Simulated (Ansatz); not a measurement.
## Relaxation of Ta₂H

Level of theory: DFT PBEsol, scalar-relativistic, plane waves, PAW in Ansatz. Settings: 420 eV cutoff, 12×12×12 k-mesh, Gaussian smearing of 0.10 eV, no spin polarisation.

What was changed: uniaxial strain along a, with b, c and atoms relaxed: -6.0 %.

Spin–orbit coupling is left out, which can shift energies with elements as heavy as these.

Input:

```yaml
crystal:
  lattice:
    - [3.1459854647, 0.0, 0.0]
    - [0.0, 3.3969949433, 0.0]
    - [0.0, 0.0, 3.4438594813]
  atoms:
    - { symbol: Ta, position: [0.5, 0.0, 0.7300765025] }
    - { symbol: Ta, position: [0.0, 0.5, 0.2508411359] }
    - { symbol: H, position: [0.0, 0.0, 0.0190823616] }
basis:
  ecutwfc: 420
kpoints:
  mp_grid: { grid: [12, 12, 12] }
hamiltonian:
  xc: pbesol
scf:
  occupations: { method: gaussian, width: 0.1 }
output:
  forces: true
  stress: true
  eigenvalues: true
relax:
  adjacent_minimum: "off"
  f_tol: 0.008
  max_steps: 40
  cell: { stress_tol: 0.015, fix: [a, angles] }
```

F is the free energy. Steps run on the plane waves of an earlier cell, but the last one, and at times one on the way, on a freshly chosen basis, so a repeated geometry can differ a little in energy. The held parts of the cell keep their stress, so P needn't end at zero.

At step 2 the energy rises: a step can overshoot before the optimiser corrects it.

Steps:

```
step F − F(1) (eV) largest force component (eV/Å) V (Å³/atom) P (GPa)
   1         0.0000                           0.140       12.268     8.32
   2         0.0146                           0.120       12.873    -2.27
   3        -0.0115                           0.067       12.476     4.22
   4        -0.0117                           0.064       12.482     4.01
   5        -0.0120                           0.000       12.485     3.98
   6        -0.0125                           0.000       12.485     4.00
   7        -0.0125                           0.000       12.486     3.98
   8        -0.0125                           0.000       12.486     3.98
```

Relaxed structure:

```yaml
crystal:
  lattice:
    - [3.14599, 0.00000, 0.00000]
    - [0.00000, 3.45215, 0.00000]
    - [0.00000, 0.00000, 3.44901]
  atoms:
    - { symbol: Ta, position: [0.50000, 0.00000, 0.72523] }
    - { symbol: Ta, position: [0.00000, 0.50000, 0.24644] }
    - { symbol: H, position: [0.00000, 0.00000, 0.02833] }
```

The structure is orthorhombic, space group Pmm2 (No. 25). Conventional cell: a = 3.146 Å, b = 3.452 Å, c = 3.449 Å, α = 90.00°, β = 90.00°, γ = 90.00°. Ta (site symmetry mm2) is surrounded by 2 H at 1.89 Å. Ta (site symmetry mm2) is surrounded by 2 H at 1.88 Å. H (site symmetry mm2) is surrounded by 4 Ta at 1.88 to 1.89 Å.

The run converged. The run took of the order of 50 core-seconds.